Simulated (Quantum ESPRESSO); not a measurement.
YN under changes of volume

One of the cells (14.500 Å³/atom); the others are scaled copies at fixed shape and fractional positions:

```
CELL_PARAMETERS angstrom
0.00000 2.43850 2.43850
2.43850 0.00000 2.43850
2.43850 2.43850 0.00000
ATOMIC_POSITIONS crystal
Y 0.00000 0.00000 0.00000
N 0.50000 0.50000 0.50000
```

| Quantity | Value |
| --- | --- |
| Program | Quantum ESPRESSO 7.5 |
| Functional | PBE |
| Potentials or basis | SSSP 1.3 efficiency PBE |
| Cutoff | 816 eV |
| Density cutoff | 6531 eV |
| k mesh | 9 × 9 × 9 |
| Occupations | fermi-dirac, width 0.05 eV |
| Spin | no spin polarisation |

| volume (Å³/atom) | energy over the lowest point (meV/atom) | pressure (GPa) | gap on the mesh (eV) |
| --- | --- | --- | --- |
| 13.630 | 48.39 | 14.6 | 0.13 |
| 13.920 | 25.61 | 10.2 | 0.17 |
| 14.210 | 10.43 | 6.2 | 0.21 |
| 14.500 | 2.11 | 2.6 | 0.24 |
| 14.790 | 0.00 | -0.6 | 0.27 |
| 15.080 | 3.47 | -3.5 | 0.31 |
| 15.370 | ? | ? | ? |

**Question.** What does the run at 15.370 Å³/atom give?

**Answer.** Energy over the lowest point 12.00 meV/atom; pressure -6.2 GPa; gap on the mesh 0.33 eV.

Worked out: A Birch-Murnaghan fit of order 3 (a polynomial in V^(-2/3)) to the other rows has its minimum at 14.75 Å³/atom with B0 = V·E''(V) = 159 GPa and B' = 4.2. It gives 12.01 meV/atom at 15.370 Å³/atom, against the run's 12.00, and -dE/dV = -6.0 GPa, against -6.2. A straight line through the other rows of the gap, of slope 1.74 eV per unit of ln V, extrapolates to 0.34 eV, against the run's 0.33.

Energies are extrapolated to zero smearing.

Caveats: an odd mesh through Γ misses points on the zone boundary, where band edges often lie. Spin-orbit coupling on Y is left out.
